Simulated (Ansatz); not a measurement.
The cell below belongs to a search over invented structures; it isn't taken from experiment.

Input and command of a plane-wave DFT calculation in Ansatz:

```yaml
crystal:
  lattice:
    - [4.266242893, 0.0, 0.0]
    - [-2.1331214465, 3.694674724, 0.0]
    - [0.0, 0.0, 2.5750611814]
  atoms:
    - { symbol: Ir, position: [0.3333333333, 0.6666666667, 0.5] }
    - { symbol: Ir, position: [0.6666666667, 0.3333333333, 0.5] }
basis:
  ecutwfc: 420
kpoints:
  mp_grid: { grid: [18, 18, 22] }
hamiltonian:
  xc: pbe
scf:
  occupations: { method: gaussian, width: 0.1 }
output:
  forces: true
  stress: true
  eigenvalues: true
relax:
  adjacent_minimum: "off"
  f_tol: 0.01
  max_steps: 80
  cell: { stress_tol: 0.05 }
```

```bash
ansatz run input.yaml --threads 1 --pin off --max-ram 2560MiB --backend cpu --events-out ev --progress --plain --runs-dir out
```

Processor: Arm Neoverse V1, 1 thread, on a host shared with other jobs.

Estimate time, memory and problem size.

About 110 s, peak memory 0.56 GiB. It solves 21 bands at 444 k points (after reduction by symmetry) with about 795 plane waves (on the last cell), in 27 SCF iterations over 6 ionic steps.
